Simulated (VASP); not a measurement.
# CaO (Fm-3m) in VASP: settings compared, part 2 of 2

VASP 6.6.1. Earlier steps stand in the parts before.

### 6 Single point, HSE(alpha, omega)

POSCAR reads:

```
CaO
1.0
    0.0000000000      2.4035556960      2.4035556960
    2.4035556960      0.0000000000      2.4035556960
    2.4035556960      2.4035556960      0.0000000000
Ca O
1 1
Direct
    0.0000000000      0.0000000000      0.0000000000
    0.5000000000      0.5000000000      0.5000000000
```

INCAR.step1 reads:

```
SYSTEM = CaO
PREC = Accurate
ENCUT = 520
EDIFF = 1E-5
ISMEAR = -1
SIGMA = 0.05
LREAL = .False.
LASPH = .True.
NELM = 80
ALGO = Normal
ISIF = 2
LWAVE = .True.
LCHARG = .False.
GGA = PE
```

INCAR.step2 reads:

```
SYSTEM = CaO
PREC = Accurate
ENCUT = 520
EDIFF = 1E-7
ISMEAR = -1
SIGMA = 0.05
LREAL = .False.
LASPH = .True.
NELM = 80
ALGO = Normal
ISIF = 2
LWAVE = .False.
LCHARG = .False.
GGA = PE
LHFCALC = .True.
HFSCREEN = 0.2
AEXX = 0.3
PRECFOCK = Fast
ISTART = 1
```

KPOINTS reads:

```
Automatic mesh
0
Gamma
  5 5 5
  0 0 0
```

Potentials or basis: VASP PAW PBE potentials, release 64 (Ca_sv, O).

Run with:

```
$ cat potpaw_PBE.64/Ca_sv/POTCAR potpaw_PBE.64/O/POTCAR > POTCAR
$ cp INCAR.step1 INCAR
$ mpirun -np 1 vasp_std > vasp.out
$ cp INCAR.step2 INCAR
$ mpirun -np 1 vasp_std > vasp.out
```

OUTCAR:

```text
SYSTEM = CaO
   PREC = Accurate
   ENCUT = 520
   EDIFF = 1E-7
   ISMEAR = -1
   LREAL = .False.
   LASPH = .True.
   NELM = 80
   ISIF = 2
   GGA = PE
   LHFCALC = .True.
   HFSCREEN = 0.2
   AEXX = 0.3
   PRECFOCK = Fast
   ISTART = 1

 ion  position               nearest neighbor table
   1  0.000  0.000  0.000-   2 2.40   2 2.40   2 2.40   2 2.40   2 2.40   2 2.40
   2  0.500  0.500  0.500-   1 2.40   1 2.40   1 2.40   1 2.40   1 2.40   1 2.40

  LATTYP: Found a face centered cubic cell.
 ALAT       =     4.8071113920

  Lattice vectors:

 A1 = (   0.0000000000,   2.4035556960,   2.4035556960)
 A2 = (   2.4035556960,   0.0000000000,   2.4035556960)
 A3 = (   2.4035556960,   2.4035556960,   0.0000000000)

Analysis of symmetry for initial positions (statically):
=====================================================================
 Subroutine PRICEL returns:
 Original cell was already a primitive cell.

 Routine SETGRP: Setting up the symmetry group for a
 face centered cubic supercell.

 Subroutine GETGRP returns: Found 48 space group operations
[... 168 lines left out ...]
      1     -39.6417      2.00000
      2     -18.6357      2.00000
      3     -18.6357      2.00000
      4     -18.6357      2.00000
      5     -16.2892      2.00000
      6       1.0484      2.00000
      7       1.0484      2.00000
      8       1.0484      2.00000
      9       7.6090      0.00000
     10       9.6693      0.00000
     11       9.6693      0.00000
     12       9.6693      0.00000
[... 121 lines left out ...]
 k-point    10 :      -0.4000    0.4000    0.2000
  band No.  band energies     occupation
      1     -39.5106      2.00000
      2     -19.4197      2.00000
      3     -18.9885      2.00000
      4     -18.8823      2.00000
      5     -15.4425      2.00000
      6      -0.6996      2.00000
      7      -0.0797      2.00000
      8       0.0773      2.00000
      9       8.9008      0.00000
     10      10.6663      0.00000
     11      12.1688      0.00000
     12      13.1042      0.00000

------------------------ aborting loop because EDIFF is reached ----------------------------------------

  FORCE on cell =-STRESS in cart. coord.  units (eV):
  Direction    XX          YY          ZZ          XY          YZ          ZX
  --------------------------------------------------------------------------------------
  -------------------------------------------------------------------------------------
  Total       -0.0602459     -0.0602459     -0.0602459      0.0000000      0.0000000      0.0000000
  in kB       -3.4757238     -3.4757238     -3.4757238      0.0000000      0.0000000      0.0000000
  external PRESSURE =      -3.4757238 kB  Pullay stress =       0.0000000 kB

 VOLUME and BASIS-vectors are now :
 -----------------------------------------------------------------------------
  energy-cutoff  :      520.00
  volume of cell :       27.77
      direct lattice vectors                 reciprocal lattice vectors
     0.000000000  2.403555696  2.403555696    -0.208025136  0.208025136  0.208025136
     2.403555696  0.000000000  2.403555696     0.208025136 -0.208025136  0.208025136
     2.403555696  2.403555696  0.000000000     0.208025136  0.208025136 -0.208025136

 POSITION                                       TOTAL-FORCE (eV/Angst)
 -----------------------------------------------------------------------------------
      0.00000      0.00000      0.00000         0.000000     -0.000000     -0.000000
      2.40356      2.40356      2.40356        -0.000000      0.000000      0.000000
 -----------------------------------------------------------------------------------
    total drift:                               -0.000000      0.000000     -0.000000

  FREE ENERGIE OF THE ION-ELECTRON SYSTEM (eV)
  ---------------------------------------------------
  free  energy   TOTEN  =       -15.3340011143 eV

  energy  without entropy=      -15.3340011142  energy(sigma->0) =      -15.33400111
```

OSZICAR.step1:

```text
N       E                     dE             d eps       ncg     rms          rms(c)
DAV:   1     0.135816118419E+03    0.13582E+03   -0.89517E+03   240   0.140E+03
DAV:   2    -0.619182084341E+01   -0.14201E+03   -0.13066E+03   272   0.329E+02
DAV:   3    -0.142312676511E+02   -0.80394E+01   -0.79643E+01   316   0.821E+01
DAV:   4    -0.145087679636E+02   -0.27750E+00   -0.27735E+00   324   0.144E+01
DAV:   5    -0.145128557302E+02   -0.40878E-02   -0.40876E-02   308   0.203E+00    0.857E+00
DAV:   6    -0.128435620852E+02    0.16693E+01   -0.87943E+00   276   0.275E+01    0.362E+00
DAV:   7    -0.128013016444E+02    0.42260E-01   -0.71429E-01   316   0.837E+00    0.174E+00
DAV:   8    -0.128020584712E+02   -0.75683E-03   -0.81276E-02   268   0.327E+00    0.417E-01
DAV:   9    -0.128001891870E+02    0.18693E-02   -0.23558E-02   296   0.125E+00    0.135E-01
DAV:  10    -0.128006727570E+02   -0.48357E-03   -0.22499E-03   256   0.463E-01    0.268E-02
DAV:  11    -0.128007113674E+02   -0.38610E-04   -0.38023E-04   332   0.158E-01    0.299E-02
DAV:  12    -0.128006956400E+02    0.15727E-04   -0.69431E-05   284   0.883E-02    0.374E-03
DAV:  13    -0.128006954966E+02    0.14339E-06   -0.29376E-06   124   0.216E-02
   1 F= -.12800695E+02 E0= -.12800695E+02  d E =-.703300E-11
```

Run time: 3.7 min. Hardware: 1 thread of Intel Xeon 6975P-C (Granite Rapids), shared host; peak memory 0.26 GiB.

What came out:

* Free energy: -15.3340 eV
* Pressure: -0.3 GPa
* Band gap on the k mesh: 5.87 eV, indirect (least direct gap 6.30 eV)

Levels at points of the mesh, in eV from the valence-band top:
```csv
k point,band 5,band 6,band 7,band 8,band 9,band 10,band 11,band 12
"(0.00, 0.00, 0.00)",-17.34,0.00,0.00,0.00,6.56,8.62,8.62,8.62
```

Caveat: the k mesh is coarse (spacing up to 0.45 Å⁻¹), so the values aren't converged, least of all with exact exchange; the PAW data sets were made with another functional, which shifts forces and pressure a little; an odd mesh through Γ misses points on the zone boundary, where band edges often lie.

### 7 Overview

```csv
share of exact exchange,gap on the mesh (eV),pressure (GPa)
0.1,4.48,1.4
0.15,4.82,0.9
0.2,5.17,0.5
0.25,5.52,0.1
0.3,5.87,-0.3
```

Alike in all rows: task single point; level HSE(alpha, omega); potentials or basis VASP PAW PBE potentials, release 64 (Ca_sv, O); no spin polarisation; cell as given; k mesh 5 × 5 × 5; cutoff (eV) 520; smearing fermi-dirac 0.05 eV; the mesh is coarse, so values aren't converged.

Caveats: all runs use coarse meshes; the PAW data sets were made with another functional, which shifts forces and pressure a little; an odd mesh through Γ misses points on the zone boundary, where band edges often lie.

Total energies depend on the potentials used, so only differences within one code and one set of settings carry meaning.
